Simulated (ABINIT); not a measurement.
Crystal: Pt.

```xyz
2
Lattice="2.7607 0.0000 0.0000 -1.3803 2.3908 0.0000 0.0000 0.0000 4.7921" Properties=species:S:1:pos:R:3 pbc="T T T"
Pt    0.0000    1.5939    1.1980
Pt    1.3803    0.7969    3.5941
```

This isn't the form of Pt at room conditions, which is fcc.

- Program: ABINIT 10.8.3 (patched build)
- Task: relaxation of cell and atoms
- Functional: PBE
- Dispersion: D3(BJ)
- Potentials or basis: JTH PAW PBE v2.0
- Cutoff: 435 eV
- k mesh: 11 × 11 × 6
- Occupations: fermi-dirac, width 0.05 eV
- Spin: no spin polarisation

At the start: pressure -7.7 GPa; volume 15.81 Å³/atom.

Problem. Where does the relaxation end?

Solution. Over 5 steps the energy falls by 13.9 meV/atom and the volume is 15.31 Å³/atom (-3.2 %); space group P6_3/mmc (No. 194, to 0.05 Å).

The path:
```
step  energy change (eV)  largest force (eV/Å)  pressure (GPa)  volume (Å³)
   1              0.0000                0.0000           -7.68        31.63
   2             -0.0181                0.0000           -3.85        31.12
   3             -0.0253                0.0000            0.42        30.60
   4             -0.0258                0.0000            0.28        30.62
   5             -0.0278                0.0000            0.03        30.62
```

Final structure:
```xyz
2
Lattice="2.7441 0.0000 0.0000 -1.3721 2.3765 0.0000 0.0000 0.0000 4.6958" Properties=species:S:1:pos:R:3 pbc="T T T"
Pt    0.0000    1.5843    1.1740
Pt    1.3721    0.7922    3.5219
```

Caveat: the log and the count of SCF iterations are those of the last ABINIT call alone; pairwise dispersion overbinds metals, which lowers pressure and volume.
